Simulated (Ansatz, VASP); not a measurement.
# Cross-check of Te2Mo between VASP and Ansatz

One calculation is typed for both programs; each brings its own data sets. How far apart do they land? Valence electrons are named where the data sets of a main pair hold unlike numbers.

Method: plane waves, with VASP 6.6.1 beside it; single point at PBEsol, single point at LDA and single point at PBE, in Ansatz 0.2.0.

### 1. The starting structure

The cell holds 3 atoms: 2 Te and 1 Mo. Its edges and angles: a = 3.560 Å, b = 3.560 Å, c = 18.579 Å, α = 90.0°, β = 90.0°, γ = 120.0°. It derives from Te2Mo. As first built, before any earlier steps moved the atoms (in the runner's words): kind sheets cut from a layered crystal; sheets 1. Vacuum lies along c.

### 2. VASP: single point, PBEsol

With cell and atoms fixed, the geometry can't cause a difference; cores, projectors, grids and the points listed under the comparison can.

Lines of VASP's logs that name or quote its potential files are left out, and so is its time.

INCAR reads:

```
SYSTEM = Te2Mo
PREC = Normal
ENCUT = 350
EDIFF = 1E-06
NELM = 120
ISMEAR = 0
SIGMA = 0.02
LREAL = .FALSE.
ALGO = Normal
GGA = PS
NBANDS = 15
LASPH = .TRUE.
LORBIT = 11
LWAVE = .FALSE.
LCHARG = .FALSE.
KPAR = 4
IDIPOL = 3
LDIPOL = .TRUE.
DIPOL = 0.5 0.5 0.5
LVHAR = .TRUE.
LVACPOTAV = .TRUE.
```

POSCAR reads:

```
Te2Mo
1.0
    3.5603917380      0.0000000000      0.0000000000
   -1.7801958690      3.0833896920      0.0000000000
    0.0000000000      0.0000000000     18.5794796398
Te Mo
2 1
Direct
    0.3333333330      0.6666666670      0.5963288450
    0.3333333330      0.6666666670      0.4036711550
    0.6666666670      0.3333333330      0.5000483150
```

KPOINTS reads:

```
Automatic mesh
0
Gamma
9 9 1
0 0 0
```

Potentials, in the order of the species: Te and Mo (PBE family, release 64).

Launch:

```console
mpirun -np 4 vasp_std
```

Numbers of over 12 decimals in the logs are rounded to 6 here.

The program printed:

```text
[banner, memory and clock lines left out]
running    4 mpi-ranks, on    1 nodes
 distrk:  each k-point on    1 cores,    4 groups
 distr:  one band on    1 cores,    1 groups

 POSCAR found type information on POSCAR TeMo
 POSCAR found :  2 types and       3 ions
|                                                                             |
|               ----> ADVICE to this user running VASP <----                  |
|                                                                             |
|     You enforced a specific xc type in the INCAR file but a different       |
|     [... a line on the potential file left out ...]
|     I HOPE YOU KNOW WHAT YOU ARE DOING!                                     |
|                                                                             |

 LDA part: xc-table for (Slater+PW92), standard interpolation
 POSCAR, INCAR and KPOINTS ok, starting setup
 FFT: planning ... GRIDC
 FFT: planning ... GRID_SOFT
 FFT: planning ... GRID
 WAVECAR not read
 entering main loop
       N       E                     dE             d eps       ncg     rms          rms(c)
DAV:   1     0.923372225286E+02    0.92337E+02   -0.47624E+03   360   0.637E+02
DAV:   2    -0.117295458102E+02   -0.10407E+03   -0.98077E+02   512   0.141E+02
DAV:   3    -0.201912943217E+02   -0.84617E+01   -0.83544E+01   493   0.475E+01
DAV:   4    -0.204140822318E+02   -0.22279E+00   -0.22259E+00   480   0.938E+00
DAV:   5    -0.204181983041E+02   -0.41161E-02   -0.41160E-02   565   0.122E+00    0.159E+01
DAV:   6    -0.199255312770E+02    0.49267E+00   -0.27110E+00   402   0.996E+00    0.645E+00
DAV:   7    -0.198943125581E+02    0.31219E-01   -0.26203E+00   423   0.111E+01    0.521E+00
DAV:   8    -0.196049853490E+02    0.28933E+00   -0.46399E-01   409   0.501E+00    0.133E+00
DAV:   9    -0.196020273811E+02    0.29580E-02   -0.11442E-01   458   0.198E+00    0.605E-01
DAV:  10    -0.195988780636E+02    0.31493E-02   -0.86719E-03   458   0.707E-01    0.186E-01
DAV:  11    -0.195988091780E+02    0.68886E-04   -0.10074E-03   479   0.194E-01    0.206E-01
DAV:  12    -0.195988171616E+02   -0.79836E-05   -0.45923E-04   416   0.133E-01    0.470E-02
DAV:  13    -0.195988405052E+02   -0.23344E-04   -0.37013E-04   444   0.947E-02    0.548E-02
DAV:  14    -0.195989133838E+02   -0.72879E-04   -0.32153E-05   402   0.375E-02    0.190E-02
DAV:  15    -0.195989628963E+02   -0.49512E-04   -0.23932E-05   423   0.278E-02    0.231E-02
DAV:  16    -0.195989871470E+02   -0.24251E-04   -0.61827E-06   374   0.132E-02    0.722E-03
DAV:  17    -0.195990039414E+02   -0.16794E-04   -0.43767E-06   414   0.779E-03    0.534E-03
DAV:  18    -0.195990263324E+02   -0.22391E-04   -0.89852E-07   387   0.459E-03    0.278E-03
DAV:  19    -0.195990443015E+02   -0.17969E-04   -0.19893E-06   382   0.455E-03    0.446E-03
DAV:  20    -0.195990562778E+02   -0.11976E-04   -0.62236E-07   316   0.416E-03    0.143E-03
DAV:  21    -0.195990661183E+02   -0.98404E-05   -0.63418E-07   352   0.260E-03    0.560E-04
DAV:  22    -0.195990677590E+02   -0.16407E-05   -0.87502E-08   285   0.128E-03    0.489E-04
DAV:  23    -0.195990683155E+02   -0.55650E-06   -0.30672E-08   306   0.542E-04
|                                                                             |
|           W    W    AA    RRRRR   N    N  II  N    N   GGGG   !!!           |
|           W    W   A  A   R    R  NN   N  II  NN   N  G    G  !!!           |
|           W    W  A    A  R    R  N N  N  II  N N  N  G       !!!           |
|           W WW W  AAAAAA  RRRRR   N  N N  II  N  N N  G  GGG   !            |
|           WW  WW  A    A  R   R   N   NN  II  N   NN  G    G                |
|           W    W  A    A  R    R  N    N  II  N    N   GGGG   !!!           |
|                                                                             |
|     Did not find any points to average over, which means that no vacuum     |
|     field-free region was found. Please increase the size of  your cell     |
|     in the dimension of the dipole correction to obtain accurate            |
|     workfunction values.                                                    |
|                                                                             |

   1 F= -.19599068E+02 E0= -.19599068E+02  d E =-.456645E-18
```

From OUTCAR (step 2):

```text
ion  position               nearest neighbor table
   1  0.333  0.667  0.596-   3 2.72   3 2.72   3 2.72   2 3.58
   2  0.333  0.667  0.404-   3 2.73   3 2.73   3 2.73   1 3.58
   3  0.667  0.333  0.500-   1 2.72   1 2.72   1 2.72   2 2.73   2 2.73   2 2.73

  LATTYP: Found a hexagonal cell.
 ALAT       =     3.5603917380
 C/A-ratio  =     5.2183807308

 Subroutine GETGRP returns: Found  6 space group operations
 (whereof  6 operations were pure point group operations)

The static configuration has the point symmetry C_3v.

 Found     12 irreducible k-points:

   k-points           NKPTS =     12   k-points in BZ     NKDIM =     12   number of bands    NBANDS=     15

   dimension x,y,z NGX =    16 NGY =   16 NGZ =   90
   dimension x,y,z NGXF=    32 NGYF=   32 NGZF=  180

   ENCUT  =  350.0 eV  25.72 Ry    5.07 a.u.   5.43  5.43 28.34*2*pi/ulx,y,z

   NELECT =      18.0000    total number of electrons

 k-points in reciprocal lattice and weights: Automatic mesh
   0.00000000  0.00000000  0.00000000       0.012
   0.11111111  0.00000000  0.00000000       0.074
   0.22222222  0.00000000  0.00000000       0.074
   0.33333333  0.00000000  0.00000000       0.074
   0.44444444  0.00000000  0.00000000       0.074
   0.11111111  0.11111111  0.00000000       0.074
   0.22222222  0.11111111  0.00000000       0.148
   0.33333333  0.11111111  0.00000000       0.148
   0.44444444  0.11111111  0.00000000       0.074
   0.22222222  0.22222222  0.00000000       0.074
   0.33333333  0.22222222  0.00000000       0.148
   0.33333333  0.33333333  0.00000000       0.025

 dipolmoment           0.000000      0.000000      0.000149 electrons x Angstroem

 average (electrostatic) potential at core
       1 -94.5399       2 -94.5414       3 -43.6881

 E-fermi :  -0.6115

 k-point     1 :       0.0000    0.0000    0.0000
  band No.  band energies     occupation
    ...
      5      -2.4233      2.00000
      6      -2.3332      2.00000
      7      -1.6294      2.00000
      8      -1.6294      2.00000
      9      -1.1155      2.00000
     10       2.3727      0.00000
     11       2.3727      0.00000
     12       2.6506      0.00000
     13       2.6506      0.00000
     14       3.6036      0.00000
    ...

 k-point     2 :       0.1111    0.0000    0.0000
  band No.  band energies     occupation
    ...
      5      -2.6841      2.00000
      6      -2.2866      2.00000
      7      -1.8427      2.00000
      8      -1.4620      2.00000
      9      -1.1465      2.00000
     10       1.7693      0.00000
     11       1.8173      0.00000
     12       2.3050      0.00000
     13       2.5099      0.00000
     14       3.8624      0.00000
    ...

 k-point     3 :       0.2222    0.0000    0.0000
  band No.  band energies     occupation
    ...
      5      -3.3816      2.00000
      6      -2.3043      2.00000
      7      -1.9170      2.00000
      8      -1.6718      2.00000
      9      -1.3783      2.00000
     10       0.9249      0.00000
     11       1.4395      0.00000
     12       1.6169      0.00000
     13       2.7550      0.00000
     14       4.3668      0.00000
    ...

  Total       -1.7894226     -1.7894226     -0.8043629      0.0000000      0.0000000     -0.0000000
  in kB      -14.0560650    -14.0560650     -6.3183379      0.0000000      0.0000000     -0.0000000
  external PRESSURE =     -11.4768226 kB  Pullay stress =       0.0000000 kB

  energy-cutoff  :      350.00
  volume of cell :      203.97
      direct lattice vectors                 reciprocal lattice vectors
     3.560391738  0.000000000  0.000000000     0.280867970  0.162159198  0.000000000
    -1.780195869  3.083389692  0.000000000     0.000000000  0.324318396  0.000000000
     0.000000000  0.000000000 18.579479640     0.000000000  0.000000000  0.053822821

 POSITION                                       TOTAL-FORCE (eV/Angst)
 -----------------------------------------------------------------------------------
     -0.00000      2.05559     11.07948        -0.000000     -0.000000     -0.200815
     -0.00000      2.05559      7.50000         0.000000      0.000000      0.219810
      1.78020      1.02780      9.29064        -0.000000     -0.000000     -0.018994
 -----------------------------------------------------------------------------------
    total drift:                                0.000001     -0.000000      0.000017

  FREE ENERGIE OF THE ION-ELECTRON SYSTEM (eV)
  ---------------------------------------------------
  free  energy   TOTEN  =       -19.5990683155 eV

  energy  without entropy=      -19.5990683155  energy(sigma->0) =      -19.59906832

 vacuum level on the upper side and lower side of the slab         4.271         4.269

 total charge
# of ion       s       p       d       tot
------------------------------------------
    1        1.384   1.971   0.059   3.414
    2        1.384   1.971   0.059   3.413
    3        0.356   0.432   4.359   5.147
--------------------------------------------------
tot          3.124   4.374   4.476  11.974

[... 3 further parts left out ...]
```

This run has no spin polarisation, so a moment on Mo, if there is one, isn't seen. The gap is read on the k-mesh alone, so it is an upper bound where the band edges lie off the mesh. The PAW data sets were made with PBE, which is usual practice but a small mismatch for other functionals. The data set Mo keeps the semicore shell frozen, which is cheaper and a little less accurate.

### 3. Ansatz: single point, PBEsol

Ansatz runs on its default PAW (the set named soft_2) files.

The same cell, functional, mesh and smearing now go to Ansatz, which takes its cutoff from its data sets.

input.yaml reads:

```yaml
crystal:
  lattice:
    - [3.560391738, 0.0, 0.0]
    - [-1.780195869, 3.083389692, 0.0]
    - [0.0, 0.0, 18.5794796398]
  atoms:
    - { symbol: Te, position: [0.333333333, 0.666666667, 0.596328845] }
    - { symbol: Te, position: [0.333333333, 0.666666667, 0.403671155] }
    - { symbol: Mo, position: [0.666666667, 0.333333333, 0.500048315] }
hamiltonian:
  xc: pbesol
  pseudopotentials: { kind: paw }
kpoints:
  mp_grid: { grid: [9, 9, 1] }
scf:
  occupations: { method: gaussian, width: 0.02 }
  n_extra_bands: 4
efield:
  axis: 3
  dipole_correction: true
  ramp_width: 0.04
output:
  forces: true
  eigenvalues: true
  write_density: true
  write_potential: true
  elf: true
  volumetric_format: npy
```

Launch:

```console
ansatz run input.yaml --threads 2 --pin off --max-ram 4608MiB --backend cpu --events-out ev --progress --plain --runs-dir out
```

The program printed:

```text
scf.n_extra_bands = 4 over 23 filled bands (N_el = 46.0): the run solves 27 bands
Engine: ansatz 0.2.0, aarch64-unknown-linux-gnu
Pseudopotentials: kind: paw
Pseudopotential: Te, paw, valence charge 16, recommended cutoff 420 eV (normal), Te.paw.azcp
Pseudopotential: Mo, paw, valence charge 14, recommended cutoff 420 eV (normal), Mo.paw.azcp
Functional definition: PBEsol
  exchange = pbesol_x
  correlation = pbesol_c
Crystal: 3 atoms, lattice volume = 203.967 Å³
Basis set: ecut = 420 eV, 3945 PW (Γ), exchange–correlation on 48×48×250 points (8 copies of the dense FFT grid, shifted against one another)
Bands: 27, of which v1, the nominal top of the filled ones, is band 23 counted from 1 (22 counted from 0)
Symmetry: 6 space group operations
Space group: P3m1 (ITA 156), of the structure as read, at distance tolerance 5.9e-5 Å
k-points: 12 of 81 (time reversal used)
Non-local potential: Te, projectors of the file, l = 0: 2, l = 1: 2, l = 2: 2, l = 3: 2
Non-local potential: Mo, projectors of the file, l = 0: 3, l = 1: 2, l = 2: 2, l = 3: 1
PAW form: soft (Blöchl's): semilocal exchange-correlation on the pseudo side does not see the compensation charge
PAW frozen core: Te, regenerated for the run's functional, and the local potential with it (the file was generated under x = pbe(κ = 0.804, μ = 0.219515), c = pbe(β = 0.066725))
PAW frozen core: Mo, regenerated for the run's functional, and the local potential with it (the file was generated under x = pbe(κ = 0.804, μ = 0.219515), c = pbe(β = 0.066725))
PAW one-centre angular grid: Te, 590 points (default); XC on 64 Gauss nodes
PAW one-centre angular grid: Mo, 590 points (default); XC on 64 Gauss nodes
Initial density: superposition of atomic densities (neutral atoms: chi_scale 0, normalization atom), corrected by the library's trained network
Initial wavefunctions: pseudopotential atomic-orbital guess
Functional: x = pbesol(κ = 0.804, μ = 0.123457), c = pbesol(β = 0.046)
SCF iter   1: F=—  HF=-18701.242559 eV  |F-HF|=—  |Δ(HF+E_count)|=         —  Δρ=3.37e-3  dr2=1.19e-2  ethr=1.77e-3  p=-0.000 e·Å  D=-2.41e-5 V/Å  ΔV_dip=0.00 eV  dr2_dipole=2.39e-7  V_vac-E_F(+/−)=4.56/4.56 eV  ⟨swp⟩=10.2  Hψ=1673  notcnv=0
efield: sawtooth ramp at fractional position 0.9800 (placed from the atoms, in the widest stretch of the axis that holds none; the zero of the levels goes with the place), width 0.0400; the density the first Hamiltonian is built on has a dipole p = -0.000 e·Å; the dipole correction subtracts the counter field D = -2.41e-5 V/Å, which shifts the + side's vacuum level by +0.00 eV against the − side's; the planar-averaged density in the ramp window peaks in size at 5.3e-5 e/Å³
preconditioner: auto → Resta (q_TF=auto, 2.129 Å⁻¹)  ε∞=3.7  [insulator: Δε(μ)=1.068 eV  Ē_g=6.691 eV  σ=0.020 eV  W_gap=1.00  n_scr=30 (ndim 8)  ℏωp=11.0 eV  f_vac=0.605  D(μ)=0.00/eV (n_scr^D=0)  ε∞_Penn≈3.7  vacuum switching on, ρ_ref=3.2e-3 e/Å³]
SCF iter   2: F=—  HF=-18701.245003 eV  |F-HF|=—  |Δ(HF+E_count)|=   2.44e-3  Δρ=1.82e-3  dr2=6.74e-3  ethr=2.58e-5  p=-0.000 e·Å  D=-1.19e-4 V/Å  ΔV_dip=0.00 eV  dr2_dipole=4.25e-8  V_vac-E_F(+/−)=4.58/4.58 eV  ⟨swp⟩=3.2  Hψ=714  notcnv=0
SCF iter   3: F=—  HF=-18701.246784 eV  |F-HF|=—  |Δ(HF+E_count)|=   1.78e-3  Δρ=1.29e-3  dr2=6.72e-3  ethr=1.47e-5  p=-0.000 e·Å  D=-8.09e-5 V/Å  ΔV_dip=0.00 eV  dr2_dipole=6.18e-8  V_vac-E_F(+/−)=4.47/4.47 eV  ⟨swp⟩=2.0  Hψ=453  notcnv=0
SCF iter   4: F=—  HF=-18701.246542 eV  |F-HF|=—  |Δ(HF+E_count)|=   2.42e-4  Δρ=1.92e-4  dr2=8.66e-5  ethr=1.46e-5  p=-0.000 e·Å  D=-1.06e-4 V/Å  ΔV_dip=0.00 eV  dr2_dipole=1.75e-8  V_vac-E_F(+/−)=4.49/4.49 eV  ⟨swp⟩=2.0  Hψ=406  notcnv=0
SCF iter   5: F=—  HF=-18701.246577 eV  |F-HF|=—  |Δ(HF+E_count)|=   3.57e-5  Δρ=5.38e-5  dr2=1.33e-5  ethr=1.88e-7  p=-0.000 e·Å  D=-1.73e-4 V/Å  ΔV_dip=0.00 eV  dr2_dipole=2.54e-7  V_vac-E_F(+/−)=4.47/4.47 eV  ⟨swp⟩=3.2  Hψ=680  notcnv=0
SCF iter   6: F=—  HF=-18701.246581 eV  |F-HF|=—  |Δ(HF+E_count)|=   3.75e-6  Δρ=2.42e-5  dr2=4.76e-6  ethr=2.89e-8  p=-0.000 e·Å  D=-2.93e-5 V/Å  ΔV_dip=0.00 eV  dr2_dipole=1.05e-6  V_vac-E_F(+/−)=4.47/4.47 eV  ⟨swp⟩=2.0  Hψ=406  notcnv=0
SCF iter   7: F=—  HF=-18701.246583 eV  |F-HF|=—  |Δ(HF+E_count)|=   1.87e-6  Δρ=2.08e-5  dr2=9.08e-6  ethr=1.03e-8  p=-0.000 e·Å  D=-2.97e-4 V/Å  ΔV_dip=0.01 eV  dr2_dipole=3.16e-6  V_vac-E_F(+/−)=4.47/4.46 eV  ⟨swp⟩=2.0  Hψ=405  notcnv=0
SCF iter   8: F=—  HF=-18701.246582 eV  |F-HF|=—  |Δ(HF+E_count)|=   6.24e-7  Δρ=9.54e-6  dr2=1.31e-6  ethr=1.03e-8  p=-0.000 e·Å  D=-1.91e-4 V/Å  ΔV_dip=0.00 eV  dr2_dipole=4.28e-7  V_vac-E_F(+/−)=4.47/4.46 eV  ⟨swp⟩=2.0  Hψ=355  notcnv=0
SCF iter   9: F=-18701.246582 eV  HF=-18701.246582 eV  |F-HF|=8.12e-8  |Δ(HF+E_count)|=   2.94e-8  Δρ=2.82e-6  dr2=9.41e-8  ethr=2.17e-10  p=-0.000 e·Å  D=-1.44e-4 V/Å  ΔV_dip=0.00 eV  dr2_dipole=2.94e-8  V_vac-E_F(+/−)=4.46/4.46 eV  ⟨swp⟩=10.7  Hψ=2507  notcnv=0
SCF 1 converged in 9 iterations: F = -18701.246582 eV  dr2 = 9.41e-8
  greatest PAW one-centre occupation: 0.999 electrons in one spin orbital (limit 2), on the Mo atom at site 2 (counted from 0), in its partial waves of l = 0
WARN: The output density's exchange-correlation potential varies sharply where the density is thin. Do not read a vacuum level from v_tot or v_xc, or from such a field of the output density. On a cell that repeats whose density bears no net charge and no dipole along the vacuum's axis use v_es (v_loc + v_h of the components); under efield.dipole_correction with no amplitude use v_es + v_field, which holds any externa [...]
SCF converged after 9 iterations
Free energy (F): -18701.246582 eV
Harris-Foulkes:  -18701.246582 eV  (|F-HF|=8.12e-8)
Internal energy: -18701.246582 eV  (E = F + TS)
E sigma→0 (E₀):  -18701.246582 eV
Fermi energy:    1.836184 eV
Dipole field:    D = 0.000084 V/Å  (p = 0.000095 e·Å, saw-weighted, corrected)
Work function:   Φ+ = 4.4620 eV   Φ− = 4.4636 eV
Levels:          The Fermi level and band energies are counted from a zero that moves with the ramp; work functions are not
--- Per-component energies (eV) ---
  E_band       = -1073.067065
  E_kinetic    = 803.704737
  E_local      = -30065.168928  (includes V_loc(G=0)·N_el)
  E_nonlocal   = -469.685205
  E_hartree    = 15000.990379
  E_xc         = -429.172985
  E_vxc        = -436.834219  (∫ρ·V_xc dr)
  E_paw        = -12314.269325  (= ΣΔE_a)
  E_vpaw       = -907.053799  (= ΣTr[D̂ρ^β])
  E_aug_tail   = -0.000327  (compensation charges beyond the density's cutoff)
  E_efield     = 0.000000  (sawtooth field / dipole correction)
  E_vefield    = -0.000001  (∫n·V_field dr)
  E_ewald      = 8771.396142
  E_core_change = 0.958930  (= ΣΔE_core)
  E_smearing   = -0.000000  (= −TS)
  E_closure    = -0.000000  (closes the sum)
  Σ components = -18701.246582   (vs F -18701.246582, Δ=0.00e0)
--- Forces (eV/Å), atoms counted from 1 ---
  atom   1  Te     0.00000000    -0.00000000    -0.16276636
  atom   2  Te     0.00000000    -0.00000000     0.18186272
  atom   3  Mo    -0.00000000     0.00000000    -0.01916007
  max |Σ_I F_I| component: 6.37e-5 eV/Å
--- Band table (eV; the first three rows and the last of 12) ---
  k-point 0: bands = [... 19 lower, -0.3066, 0.4148, 0.4148, 0.9295, 4.3732, 4.3732, 4.6667, 4.6667]
  k-point 1: bands = [... 19 lower, -0.2423, 0.1999, 0.5735, 0.8981, 3.7863, 3.8409, 4.3232, 4.5183]
  k-point 2: bands = [... 19 lower, -0.2632, 0.1247, 0.3532, 0.6647, 2.9607, 3.4791, 3.6413, 4.7789]
  k-point 11: bands = [... 19 lower, -1.6004, -1.5607, -0.3473, 1.3121, 2.3603, 3.2625, 3.8460, 5.3729]
```

Elapsed: 3.5 s, on 2 threads of Arm Neoverse V2, shared host; peak memory 0.41 GiB.

### 4. Comparison

Known differences besides the potentials themselves: the data sets hold 46 valence electrons in Ansatz (on its default PAW (the set named soft_2) files) and 18 in VASP; the cutoff is 420 eV in Ansatz and 350 eV in VASP (PREC = Normal); Ansatz makes its cores anew for this functional, VASP keeps those of its PBE data sets. Total energies have different zeros and are not compared.

The two programs side by side:

| quantity | Ansatz | VASP | difference |
| --- | --- | --- | --- |
| gap on the k mesh (eV) | 1.048 | 1.042 | +0.006 |

Forces (eV/Å; atoms numbered as in POSCAR):

| atom | Ansatz x, y, z | VASP x, y, z |
| --- | --- | --- |
| Te1 | 0.000, 0.000, -0.163 | 0.000, 0.000, -0.201 |
| Te2 | 0.000, 0.000, 0.182 | 0.000, 0.000, 0.220 |
| Mo3 | 0.000, 0.000, -0.019 | 0.000, 0.000, -0.019 |

The forces differ by 18 meV/Å r.m.s., which is 18.0 % of the r.m.s. force of 0.099 eV/Å (both taken over all components). A gap on the mesh is an upper bound, since the band edges may lie between its points. With vacuum in the cell, a pressure given here is an average over mostly empty space and none of the material.

### 5. Other set-ups

Further runs change the set-up of one program: Ansatz's method, potentials or start, or VASP's data sets, cutoff or form of LDA. The table gives Ansatz less VASP for each quantity, since a change that brings one quantity closer may part another.

| run | r.m.s. force difference (meV/Å) | gap on the k mesh (eV) |
| --- | --- | --- |
| as above | 18 | 0.0058 |
| cores kept as stored | 19 | 0.0061 |
| Ansatz's larger PAW set (cutoff 640 eV) | 18 | 0.0066 |
| norm-conserving potentials (cutoff 1120 eV) | 20 | 0.0052 |

[end of part 1 of 2]

[Lines on the potential files, build, host, timing and source positions are cut from VASP's logs without a mark.]

[Logs are printed without paths, hosts, clocks, repeated set-up lines and the standing remarks that a program may print on its own settings, such as how far it seeks lower states.]

[Hosts, paths, dates, database ids (printed as entryN), source tags and the programs' standing remarks are cut or masked in the printed files.]
